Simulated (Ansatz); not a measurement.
## Ni3Ge under changes of volume

One of the cells (11.000 Å³/atom); the others are scaled copies at fixed shape and fractional positions:

```
CELL_PARAMETERS angstrom
3.53033 0.00000 0.00000
0.00000 3.53033 0.00000
0.00000 0.00000 3.53033
ATOMIC_POSITIONS crystal
Ge 0.00000 0.00000 0.00000
Ni 0.50000 0.50000 0.00000
Ni 0.00000 0.50000 0.50000
Ni 0.50000 0.00000 0.50000
```

The cell comes from a database or a generator and needn't be the stable form of this composition.

* Program: Ansatz 0.2.0
* Functional: PBEsol
* Potentials or basis: Ansatz PAW
* Cutoff: 420 eV (not typed: the program's choice for these potentials)
* k mesh: 8 × 8 × 8
* Occupations: fermi-dirac, width 0.05 eV
* Spin: collinear spin, ferromagnetic start
* Starting moments: [0.0, 1.0, 1.0, 1.0] μB

```tsv
volume (Å³/atom)	energy over the lowest point (meV/atom)	pressure (GPa)
10.340	25.72	14.4
10.560	9.99	8.7
10.780	1.69	3.6
11.000	0.00	-1.0
11.220	?	?
11.440	13.61	-8.6
11.660	27.67	-11.8
```

What does the run at 11.220 Å³/atom give?

Energy over the lowest point 4.20 meV/atom; pressure -5.0 GPa.

Worked out: A Birch-Murnaghan fit of order 3 (a polynomial in V^(-2/3)) to the other rows has its minimum at 10.95 Å³/atom with B0 = V·E''(V) = 219 GPa and B' = 4.8. It gives 4.19 meV/atom at 11.220 Å³/atom, against the run's 4.20, and -dE/dV = -5.0 GPa, against -5.0.

Energies are extrapolated to zero smearing.

Caveats: the PAW data sets come from PBE, with cores solved anew for the run's functional, which leaves a small shift of forces and pressure; the starting moments weren't kept.
